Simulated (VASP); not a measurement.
## MnS in VASP: the effect of Hubbard term

Crystal: MnS.

```
CELL_PARAMETERS angstrom
-1.83000 -1.05655 5.94184
1.83000 -1.05655 5.94184
0.00000 2.11310 5.94184
ATOMIC_POSITIONS crystal
Mn 0.00000 0.00000 0.00000
Mn 0.50000 0.50000 0.50000
S 0.25000 0.25000 0.25000
S 0.75000 0.75000 0.75000
```

The cell is a database's computed one.

Alike in all runs:

```yaml
Program: VASP 6.6.1
Task: single point
Functional: PBEsol
Potentials_or_basis: VASP PAW PBE potentials, release 64 (Mn_pv, S)
Cutoff: 520 eV
k_mesh: 9 × 9 × 9
Occupations: fermi-dirac, width 0.05 eV
Spin: collinear spin, antiferromagnetic start
Starting_moments: "[4.0, -4.0, 0.0, 0.0] μB"
Supercell_matrix: "[0, 1, 1, 1, 0, 1, 1, 1, 0]"
Further_INCAR_settings: ALGO = Normal; EDIFF = 1e-06; NBANDS = 31
```

| Hubbard term | gap on the mesh (eV) | pressure (GPa) |
| --- | --- | --- |
| none | 0.72 | -5.7 |
| Mn d U = 2 eV | 1.54 | -1.9 |
| Mn d U = 3 eV | 1.89 | -0.4 |
| Mn d U = 4 eV | 2.20 | 1.0 |
| Mn d U = 5 eV | 2.44 | 2.2 |
| Mn d U = 6 eV | ? | ? |
| Mn d U = 8 eV | 2.65 | 5.0 |

Q: What does the run with Hubbard term Mn d U = 6 eV give?

A: gap on the mesh 2.54 eV; pressure 3.2 GPa.

Worked out: A parabola through the other rows of the gap on the mesh, of slope 0.118 eV per eV there, gives 2.55 eV, against the run's 2.54. A parabola through the other rows of the pressure, of slope 0.992 GPa per eV there, gives 3.3 GPa, against the run's 3.2.

Caveats: the PAW data sets were made with another functional, which shifts forces and pressure a little; an odd mesh through Γ misses points on the zone boundary, where band edges often lie.

A gap of «none» marks a metal or a gap under the smearing width.
